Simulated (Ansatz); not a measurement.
ScAl₃ (Pm-3m), one atom moved along a line

Computed with DFT PBE, scalar-relativistic, plane waves, PAW (Ansatz). The runs took a 420 eV cutoff, a Γ-centred 12×12×12 mesh and Gaussian smearing (0.15 eV). No spin polarisation. Energies are free energies at this smearing, counted from the undisturbed cell; pressure is positive in compression.

Reference structure (relaxed at this level; it needn't be the usual structure):

```yaml
crystal:
  lattice:
    - [4.10533, 0.00000, 0.00000]
    - [0.00000, 4.10533, 0.00000]
    - [0.00000, 0.00000, 4.10533]
  atoms:
    - { symbol: Sc, position: [0.00000, 0.00000, 0.00000] }
    - { symbol: Al, position: [0.50000, 0.00000, 0.50000] }
    - { symbol: Al, position: [0.00000, 0.50000, 0.50000] }
    - { symbol: Al, position: [0.50000, 0.50000, 0.00000] }
```

Atom 2 (Al) is moved by x along the Cartesian unit vector (0.707, -0.707, 0.000); the cell and all other atoms stay fixed. The cell is metallic on the mesh throughout.

Question: Over the sampled range (-0.6000 to 0.4000), is the undisturbed cell the lowest point?

Answer: Yes, every other sampled point lies higher.

The scan:

| x (Å) | ΔE (meV/cell) |
| --- | --- |
| -0.6000 | 1137.1 |
| -0.2000 | 108.6 |
| 0.0000 | 0.0 |
| 0.4000 | 459.6 |